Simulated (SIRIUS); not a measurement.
# GaN (P6_3mc) in SIRIUS: reference runs

Aim: a first look at GaN with PBE, on the cell as given.

Everything below comes from runs of SIRIUS 7.12.0. Logs are shortened: lines on timing, memory, paths and dates and some standing lists are left out, and cuts for length are marked. The log counts tension as positive stress, the text compression.

**The experiment to reproduce.**

“Studying electronic properties in GaN without electrical contacts using γ-γ vs e−-γ Perturbed Angular Correlations”, 2019, pmc:6823545 quotes, for a bulk crystal of GaN: band gap 3.503 ± 0.005 eV (direct).

The runs below are set against these values where they give the same quantity.

### Step 1. The crystal as given

Symmetry: P6_3mc, No. 186, hexagonal system. The conventional cell has a = 3.180 Å, b = 3.180 Å, c = 5.166 Å, α = 90.00°, β = 90.00°, γ = 120.00°. Ga (site symmetry 3m) has 4 N at 1.94 to 1.95 Å as nearest neighbours. N (site symmetry 3m) is surrounded by 4 Ga at 1.94 to 1.95 Å.

### Step 2. Single point, PBE

sirius.json

```json
{
  "control": {
    "processing_unit": "cpu",
    "std_evp_solver_name": "lapack",
    "gen_evp_solver_name": "lapack",
    "verbosity": 2,
    "print_forces": true,
    "ortho_rf": true,
    "use_second_variation": true,
    "rmt_max": 3.0,
    "num_bands_to_print": 24,
    "save_wf": true
  },
  "parameters": {
    "electronic_structure_method": "full_potential_lapwlo",
    "xc_functionals": ["XC_GGA_X_PBE", "XC_GGA_C_PBE"],
    "core_relativity": "dirac",
    "valence_relativity": "iora",
    "num_fv_states": 35,
    "smearing": "fermi_dirac",
    "smearing_width": 0.0018374661,
    "pw_cutoff": 26,
    "gk_cutoff": 4.96,
    "lmax_apw": 12,
    "lmax_rho": 8,
    "lmax_pot": 8,
    "num_mag_dims": 0,
    "auto_rmt": 0,
    "ngridk": [10, 10, 5],
    "shiftk": [0, 0, 0],
    "num_dft_iter": 80,
    "energy_tol": 1e-07,
    "density_tol": 1e-05,
    "use_symmetry": true
  },
  "settings": {"tol_ne": 1e-10},
  "iterative_solver": {"type": "exact"},
  "mixer": {"type": "anderson", "beta": 0.5, "max_history": 8},
  "unit_cell": {
    "lattice_vectors": [[6.0093290763, 0.0, 0.0], [-3.0046645382, 5.2042316397, 0.0], [0.0, 0.0, 9.7623251598]],
    "atom_types": ["Ga", "N"],
    "atom_files": {"Ga": "Ga.json", "N": "N.json"},
    "atoms": {
      "Ga": [[0.6666666667, 0.3333333333, 0.5], [0.3333333333, 0.6666666667, 0.0]],
      "N": [[0.6666666667, 0.3333333333, 0.875], [0.3333333333, 0.6666666667, 0.375]]
    }
  }
}
```

Ga.json

```json
{
  "name": "gallium",
  "symbol": "Ga",
  "number": 31,
  "mass": 69.723,
  "rmin": 1e-06,
  "rmt": 2.11,
  "nrmt": 800,
  "rinf": 19.67,
  "core": "1s2s2p",
  "valence": [
    {"basis": [{"enu": 0.04, "dme": 0, "n": 0, "auto": 0}, {"enu": 0.04, "dme": 1, "n": 0, "auto": 0}]},
    {"l": 0, "n": 1, "basis": [{"enu": 0.0721, "dme": 0, "n": 0, "auto": 0}]},
    {"l": 1, "n": 2, "basis": [{"enu": 0.14, "dme": 0, "n": 0, "auto": 0}]},
    {"l": 2, "n": 3, "basis": [{"enu": -0.117, "dme": 0, "n": 0, "auto": 0}]},
    {"l": 3, "n": 4, "basis": [{"enu": 0.14, "dme": 0, "n": 0, "auto": 0}]}
  ],
  "lo": [
    {
      "l": 0,
      "basis": [{"enu": 0.0721, "dme": 0, "n": 0, "auto": 0}, {"enu": 0.0721, "dme": 1, "n": 0, "auto": 0}]
    },
    {
      "l": 0,
      "basis": [{"enu": -5.1643, "dme": 0, "n": 3, "auto": 1}, {"enu": -5.1643, "dme": 1, "n": 3, "auto": 1}]
    },
    {
      "l": 0,
      "basis": [{"enu": -5.1643, "dme": 1, "n": 3, "auto": 1}, {"enu": 0.0721, "dme": 0, "n": 0, "auto": 0}]
    },
    {
      "l": 0,
      "basis": [{"enu": 0.0721, "dme": 0, "n": 0, "auto": 0}, {"enu": 3.6659, "dme": 0, "n": 0, "auto": 0}]
    },
    {"l": 1, "basis": [{"enu": 0.14, "dme": 0, "n": 0, "auto": 0}, {"enu": 0.14, "dme": 1, "n": 0, "auto": 0}]},
    {
      "l": 1,
      "basis": [{"enu": -3.3808, "dme": 0, "n": 3, "auto": 1}, {"enu": -3.3808, "dme": 1, "n": 3, "auto": 1}]
    },
    {
      "l": 1,
      "basis": [{"enu": -3.3808, "dme": 1, "n": 3, "auto": 1}, {"enu": 0.14, "dme": 0, "n": 0, "auto": 0}]
    },
    {"l": 1, "basis": [{"enu": 0.14, "dme": 0, "n": 0, "auto": 0}, {"enu": 4.2729, "dme": 0, "n": 0, "auto": 0}]},
    {
      "l": 2,
      "basis": [{"enu": -0.117, "dme": 0, "n": 0, "auto": 0}, {"enu": -0.117, "dme": 1, "n": 0, "auto": 0}]
    },
    {
      "l": 2,
      "basis": [{"enu": -0.117, "dme": 1, "n": 0, "auto": 0}, {"enu": -0.117, "dme": 2, "n": 0, "auto": 0}]
    },
    {
      "l": 2,
      "basis": [{"enu": -0.117, "dme": 0, "n": 0, "auto": 0}, {"enu": 3.3869, "dme": 0, "n": 0, "auto": 0}]
    },
    {"l": 3, "basis": [{"enu": 0.14, "dme": 0, "n": 0, "auto": 0}, {"enu": 0.14, "dme": 1, "n": 0, "auto": 0}]},
    {"l": 3, "basis": [{"enu": 0.14, "dme": 0, "n": 0, "auto": 0}, {"enu": 4.0483, "dme": 0, "n": 0, "auto": 0}]}
  ],
  "free_atom": [... radial grid and density of the free atom, the start of the SCF ...]
}
```

N.json

```json
{
  "name": "nitrogen",
  "symbol": "N",
  "number": 7,
  "mass": 14.0067,
  "rmin": 1e-06,
  "rmt": 1.41,
  "nrmt": 800,
  "rinf": 13.03,
  "core": "1s",
  "valence": [
    {"basis": [{"enu": 0.04, "dme": 0, "n": 0, "auto": 0}, {"enu": 0.04, "dme": 1, "n": 0, "auto": 0}]},
    {"l": 0, "n": 1, "basis": [{"enu": -0.0152, "dme": 0, "n": 0, "auto": 0}]},
    {"l": 1, "n": 2, "basis": [{"enu": 0.14, "dme": 0, "n": 0, "auto": 0}]},
    {"l": 2, "n": 3, "basis": [{"enu": 0.14, "dme": 0, "n": 0, "auto": 0}]},
    {"l": 3, "n": 4, "basis": [{"enu": 0.14, "dme": 0, "n": 0, "auto": 0}]}
  ],
  "lo": [
    {
      "l": 0,
      "basis": [{"enu": -0.0152, "dme": 0, "n": 0, "auto": 0}, {"enu": -0.0152, "dme": 1, "n": 0, "auto": 0}]
    },
    {
      "l": 0,
      "basis": [{"enu": -0.0152, "dme": 1, "n": 0, "auto": 0}, {"enu": -0.0152, "dme": 2, "n": 0, "auto": 0}]
    },
    {
      "l": 0,
      "basis": [{"enu": -0.0152, "dme": 0, "n": 0, "auto": 0}, {"enu": 6.0207, "dme": 0, "n": 0, "auto": 0}]
    },
    {"l": 1, "basis": [{"enu": 0.14, "dme": 0, "n": 0, "auto": 0}, {"enu": 0.14, "dme": 1, "n": 0, "auto": 0}]},
    {"l": 1, "basis": [{"enu": 0.14, "dme": 1, "n": 0, "auto": 0}, {"enu": 0.14, "dme": 2, "n": 0, "auto": 0}]},
    {"l": 1, "basis": [{"enu": 0.14, "dme": 0, "n": 0, "auto": 0}, {"enu": 7.0813, "dme": 0, "n": 0, "auto": 0}]},
    {"l": 2, "basis": [{"enu": 0.14, "dme": 0, "n": 0, "auto": 0}, {"enu": 0.14, "dme": 1, "n": 0, "auto": 0}]},
    {"l": 2, "basis": [{"enu": 0.14, "dme": 1, "n": 0, "auto": 0}, {"enu": 0.14, "dme": 2, "n": 0, "auto": 0}]},
    {"l": 2, "basis": [{"enu": 0.14, "dme": 0, "n": 0, "auto": 0}, {"enu": 7.9867, "dme": 0, "n": 0, "auto": 0}]},
    {"l": 3, "basis": [{"enu": 0.14, "dme": 0, "n": 0, "auto": 0}, {"enu": 0.14, "dme": 1, "n": 0, "auto": 0}]}
  ],
  "free_atom": [... radial grid and density of the free atom, the start of the SCF ...]
}
```

sirius_start.json

```json
{
  "control": {
    "processing_unit": "cpu",
    "std_evp_solver_name": "lapack",
    "gen_evp_solver_name": "lapack",
    "verbosity": 1,
    "print_forces": false,
    "ortho_rf": true,
    "use_second_variation": true,
    "rmt_max": 3.0,
    "num_bands_to_print": 24,
    "save_wf": false
  },
  "parameters": {
    "electronic_structure_method": "full_potential_lapwlo",
    "xc_functionals": ["XC_LDA_X", "XC_LDA_C_PW"],
    "core_relativity": "dirac",
    "valence_relativity": "iora",
    "num_fv_states": 35,
    "smearing": "fermi_dirac",
    "smearing_width": 0.0055123983,
    "pw_cutoff": 26,
    "gk_cutoff": 3.97,
    "lmax_apw": 12,
    "lmax_rho": 8,
    "lmax_pot": 8,
    "num_mag_dims": 0,
    "auto_rmt": 0,
    "ngridk": [4, 4, 2],
    "shiftk": [0, 0, 0],
    "num_dft_iter": 30,
    "energy_tol": 0.01,
    "density_tol": 0.05,
    "use_symmetry": true
  },
  "settings": {"tol_ne": 1e-10},
  "iterative_solver": {"type": "exact"},
  "mixer": {"type": "anderson", "beta": 0.5, "max_history": 8},
  "unit_cell": {
    "lattice_vectors": [[6.0093290763, 0.0, 0.0], [-3.0046645382, 5.2042316397, 0.0], [0.0, 0.0, 9.7623251598]],
    "atom_types": ["Ga", "N"],
    "atom_files": {"Ga": "Ga.json", "N": "N.json"},
    "atoms": {
      "Ga": [[0.6666666667, 0.3333333333, 0.5], [0.3333333333, 0.6666666667, 0.0]],
      "N": [[0.6666666667, 0.3333333333, 0.875], [0.3333333333, 0.6666666667, 0.375]]
    }
  }
}
```

Potentials or basis: all-electron FP-LAPW, apw+lo standard.

Started as:

```sh
> OMP_NUM_THREADS=2 sirius.scf --input=sirius_start.json --output=start.json
> OMP_NUM_THREADS=2 sirius.scf --input=sirius.json --output=output.json --task=1
```

The log of the run:

```text
[info] SIRIUS version : 7.12.0
[info] number of MPI ranks           : 1
[info] MPI grid                      : 1 1
[info] maximum number of OMP threads : 2
[fft] FFT context for density and potential
[fft] =====================================
[fft]   plane wave cutoff                     : 26
[fft]   grid size                             : 54 54 90   total : 262440
[fft]   grid limits                           : -26 27   -26 27   -44 45
[fft]   number of G-vectors within the cutoff : 90555
[fft]   number of G-shells                    : 4408
[fft] FFT context for coarse grid
[fft] =====================================
[fft]   plane wave cutoff                     : 9.92
[fft]   grid size                             : 24 24 36   total : 20736
[fft]   grid limits                           : -11 12   -11 12   -17 18
[fft]   number of G-vectors within the cutoff : 5083
[fft]   number of G-shells                    : 311
[unit cell] lattice vectors
[unit cell]   a1 :       6.0093290763      0.0000000000      0.0000000000
[unit cell]   a2 :      -3.0046645382      5.2042316397      0.0000000000
[unit cell]   a3 :       0.0000000000      0.0000000000      9.7623251598
[unit cell] reciprocal lattice vectors
[unit cell]   b1 :       1.0455718479      0.6036611879     -0.0000000000
[unit cell]   b2 :       0.0000000000      1.2073223757      0.0000000000
[unit cell]   b3 :       0.0000000000     -0.0000000000      0.6436156555
[unit cell] unit cell volume :       305.30637631 [a.u.^3]
[unit cell] 1/sqrt(omega)    :         0.05723110
[unit cell] MT volume        :       102.18262165 (33.47%)
[unit cell] IT volume        :       203.12375466 (66.53%)
[unit cell] number of atom types : 2
[unit cell] type id : 0 symbol : Ga mt_radius :   2.110000 num_atoms : 2
[unit cell] type id : 1 symbol :  N mt_radius :   1.410000 num_atoms : 2
[unit cell] total number of atoms : 4
[unit cell] number of symmetry classes : 2
[unit cell] atom id  type id  class id             position                      vector_field
[unit cell] ------------------------------------------------------------------------------------------
[unit cell]      0        0        0      0.66667   0.33333   0.50000      0.00000   0.00000   0.00000
[unit cell]      1        0        0      0.33333   0.66667   0.00000      0.00000   0.00000   0.00000
[unit cell]      2        1        1      0.66667   0.33333   0.87500      0.00000   0.00000   0.00000
[unit cell]      3        1        1      0.33333   0.66667   0.37500      0.00000   0.00000   0.00000
[unit cell] atom id         position (Cartesian, a.u.)
[unit cell] ---------------------------------------------
[... 365 lines left out ...]
[find] Total energy                   :   -3997.81543484 (Ha),   -7995.63086967 (Ry)
[find] iteration : 1, RMS (target) : 1.5401e-01 (1.0000e-05) , energy difference (target) : -7.9611e-04 (1.0000e-07)
[find] Total energy                   :   -3997.81548718 (Ha),   -7995.63097435 (Ry)
[find] iteration : 2, RMS (target) : 2.8955e-02 (1.0000e-05) , energy difference (target) : -5.2340e-05 (1.0000e-07)
[find] Total energy                   :   -3997.81570929 (Ha),   -7995.63141859 (Ry)
[... 20 lines left out ...]
[find] valence_eval_sum               :     -62.40113750
[find] core_eval_sum                  :   -2218.21088286
[find] kinetic energy                 :    4073.01112535
[find] enuc                           :   -4836.10321965
[find] <rho|V^{XC}>                   :    -214.74572327
[find] <rho|E^{XC}>                   :    -165.28493563
[find] <mag|B^{XC}>                   :       0.00000000
[find] <rho|V^{H}>                    :   -6138.87742245
[find] smearing (-TS)                 :      -0.00000000
[find] SCF correction                 :       0.00002985
[find] Total energy                   :   -3997.81571130 (Ha),   -7995.63142261 (Ry)
[find] Free energy (E-TS)             :   -3997.81571130 (Ha),   -7995.63142261 (Ry)
[find] band gap (eV)                  :       1.98719550
[find] Efermi                         :       0.28139048
[find] iteration : 7, RMS (target) : 2.9283e-06 (1.0000e-05) , energy difference (target) : -1.9630e-08 (1.0000e-07)
[find] converged after 8 SCF iterations!
Warning in function "check_num_electrons" at src/density/density.cpp:1179
wrong number of electrons
  obtained value : 76
  target value : 76
  difference : 2.49886e-05
  total core leakage : 2.23735e-05
    atom class : 0, core leakage : 4.04593e-14
    atom class : 1, core leakage : 1.11868e-05
[find] Charges and magnetic moments
[find] --------------------------------------------------------------------------------
[find] atom      charge    core leakage
[find] --------------------------------------------------------------------------------
[find]    0   29.206709    4.045927e-14
[find]    1   29.206709    4.045927e-14
[find]    2    5.342491    1.118676e-05
[find]    3    5.342491    1.118676e-05
[find] total core leakage    : 2.23735188e-05
[find] interstitial charge   : 6.901576
[find] total charge          : 75.999975
[find] Energy
[find] --------------------------------------------------------------------------------
[find] valence_eval_sum               :     -62.40113750
[find] core_eval_sum                  :   -2218.21088286
[find] kinetic energy                 :    4073.01112535
[find] enuc                           :   -4836.10321965
[find] <rho|V^{XC}>                   :    -214.74572327
[find] <rho|E^{XC}>                   :    -165.28493563
[find] <mag|B^{XC}>                   :       0.00000000
[find] <rho|V^{H}>                    :   -6138.87742245
[find] smearing (-TS)                 :      -0.00000000
[find] SCF correction                 :       0.00002985
[find] Total energy                   :   -3997.81571130 (Ha),   -7995.63142261 (Ry)
[find] Free energy (E-TS)             :   -3997.81571130 (Ha),   -7995.63142261 (Ry)
[find] band gap (eV)                  :       1.98719550
[find] Efermi                         :       0.28139048
[ground_state]
[ground_state] ==== total Forces in Ha/bohr =====
[ground_state] atom:    0, force:      -0.0000000      0.0000000     -0.0026618
[ground_state] atom:    1, force:      -0.0000000     -0.0000000     -0.0026618
[ground_state] atom:    2, force:       0.0000000      0.0000000      0.0026650
[ground_state] atom:    3, force:      -0.0000000     -0.0000000      0.0026650
[ground_state] ==== contribution from density =====
[ground_state] atom:    0, force:       0.0000000     -0.0000000     -0.0336974
[ground_state] atom:    1, force:       0.0000000      0.0000000     -0.0336974
[ground_state] atom:    2, force:       0.0000000     -0.0000000      0.0026118
[ground_state] atom:    3, force:       0.0000000      0.0000000      0.0026118
[ground_state] ==== contribution from Hartree potential =====
[ground_state] atom:    0, force:       0.0000000      0.0000000      0.0243439
[ground_state] atom:    1, force:      -0.0000000     -0.0000000      0.0243439
[ground_state] atom:    2, force:      -0.0000000     -0.0000000      0.0015752
[ground_state] atom:    3, force:      -0.0000000     -0.0000000      0.0015752
[ground_state] ==== contribution from IBS =====
[ground_state] atom:    0, force:      -0.0000000      0.0000000      0.0066917
[ground_state] atom:    1, force:       0.0000000     -0.0000000      0.0066917
[ground_state] atom:    2, force:       0.0000000      0.0000000     -0.0015220
[ground_state] atom:    3, force:      -0.0000000     -0.0000000     -0.0015220
```

Run time: 4.1 min. Hardware: 2 threads of Arm Neoverse V2, shared host; peak memory 1.1 GiB.

Results:

| Quantity | Value |
| --- | --- |
| Free energy | -108786.1075 eV |
| Largest force | 0.137 eV/Å |
| Band gap on the k mesh | 1.99 eV, direct |
| All electrons inside the program's atomic spheres | Ga 29.21; N 5.34 (radii Ga 2.11, N 1.41 bohr) |

Forces on the atoms (eV/Å):
```
Ga   0.000  0.000 -0.137
Ga   0.000  0.000 -0.137
N    0.000  0.000  0.137
N    0.000  0.000  0.137
```

### Step 3. Against experiment

Step 2. Measured gap of GaN: 3.503 eV (direct; quoted in “Studying electronic properties in GaN without electrical contacts using γ-γ vs e−-γ Perturbed Angular Correlations”, 2019, pmc:6823545). This calculation gives 1.99 eV (-1.52 eV). Spin-orbit coupling on Ga is left out. The value is that of PBE, without temperature or zero-point motion. Semilocal functionals fall short of measured gaps as a rule.
